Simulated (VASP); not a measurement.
Input of a VASP 6.6.1 run:

run.py

```python
from ase.calculators.vasp import Vasp
from ase.dft.dos import DOS
from ase.io import read

atoms = read('AlCo.xyz')
calc = Vasp(
    directory='calc',
    xc='am05',
    pp='PBE',
    setups='recommended',
    prec='Accurate',
    encut=520,
    ediff=1e-06,
    ismear=1,
    sigma=0.2,
    lreal=False,
    lasph=True,
    nelm=120,
    algo='Normal',
    isif=2,
    lwave=False,
    lcharg=False,
    ispin=2,
    lorbit=11,
    lmaxmix=4,
    kpts=[9, 9, 9],
    gamma=True,
    nbands=17,
)
atoms.calc = calc

print('energy (eV):', atoms.get_potential_energy())
print('free energy (eV):', atoms.get_potential_energy(force_consistent=True))
print('forces (eV/A):')
print(atoms.get_forces())
print('stress (eV/A^3, Voigt):', atoms.get_stress())
print('Fermi level (eV):', calc.get_fermi_level())
print('moment (muB):', atoms.get_magnetic_moment())
print('site moments (muB):', atoms.get_magnetic_moments())
dos = DOS(calc, width=0.1, window=(-10, 10), npts=201)
print('E - E_F (eV), DOS (1/eV)')
for e, g in zip(dos.get_energies(), dos.get_dos()):
    print(f'{e:8.3f} {g:10.4f}')
```

Contents of AlCo.xyz:

```xyz
2
Lattice="2.8194032100 0.0000000000 0.0000000000 0.0000000000 2.8194032100 0.0000000000 0.0000000000 0.0000000000 2.8194032100" Properties=species:S:1:pos:R:3 pbc="T T T"
Co     1.4097016050      1.4097016050      1.4097016050
Al     0.0000000000      0.0000000000      0.0000000000
```

Potentials or basis: VASP PAW PBE potentials, release 64 (Co, Al).

The run is started by

```bash
$ python run.py
```

Problem. Estimate the pressure.

Solution. 0.5 GPa.

Problem. Estimate the band gap on the k mesh.

Solution. None (metal or under the smearing width).

Problem. Estimate the net moment.

Solution. 0.00 μB per cell.

States per cell in windows of 1 eV (zero at the Fermi level; states under -8 eV left out):
| from (eV) | up | down | Co1_d_down | Co1_d_up | Co1_p_up | Co1_p_down | Al2_p_down | Al2_p_up |
| --- | --- | --- | --- | --- | --- | --- | --- | --- |
| -8.0 | 0.19 | 0.19 | 0.01 | 0.01 | 0.02 | 0.02 | 0.01 | 0.01 |
| -7.0 | 0.22 | 0.22 | 0.03 | 0.03 | 0.02 | 0.02 | 0.01 | 0.01 |
| -6.0 | 0.33 | 0.33 | 0.08 | 0.08 | 0.03 | 0.03 | 0.02 | 0.02 |
| -5.0 | 0.37 | 0.37 | 0.12 | 0.12 | 0.03 | 0.03 | 0.03 | 0.03 |
| -4.0 | 0.80 | 0.80 | 0.43 | 0.43 | 0.04 | 0.04 | 0.06 | 0.06 |
| -3.0 | 0.97 | 0.97 | 0.68 | 0.68 | 0.05 | 0.05 | 0.04 | 0.04 |
| -2.0 | 2.28 | 2.28 | 1.97 | 1.97 | 0.04 | 0.04 | 0.03 | 0.03 |
| -1.0 | 0.50 | 0.50 | 0.43 | 0.43 | 0.02 | 0.02 | 0.01 | 0.01 |
| 0.0 | 0.62 | 0.62 | 0.45 | 0.45 | 0.04 | 0.04 | 0.03 | 0.03 |
| 1.0 | 0.21 | 0.21 | 0.10 | 0.10 | 0.03 | 0.03 | 0.01 | 0.01 |
| 2.0 | 0.22 | 0.22 | 0.07 | 0.07 | 0.03 | 0.03 | 0.02 | 0.02 |
| 3.0 | 0.35 | 0.35 | 0.12 | 0.12 | 0.03 | 0.03 | 0.01 | 0.01 |
| 4.0 | 0.37 | 0.37 | 0.11 | 0.11 | 0.04 | 0.04 | 0.03 | 0.03 |
| 5.0 | 0.48 | 0.48 | 0.12 | 0.12 | 0.04 | 0.04 | 0.04 | 0.04 |
| 6.0 | 0.33 | 0.33 | 0.07 | 0.07 | 0.04 | 0.04 | 0.05 | 0.05 |
| 7.0 | 0.56 | 0.56 | 0.10 | 0.10 | 0.06 | 0.06 | 0.07 | 0.07 |

Caveat: the PAW data sets were made with another functional, which shifts forces and pressure a little.
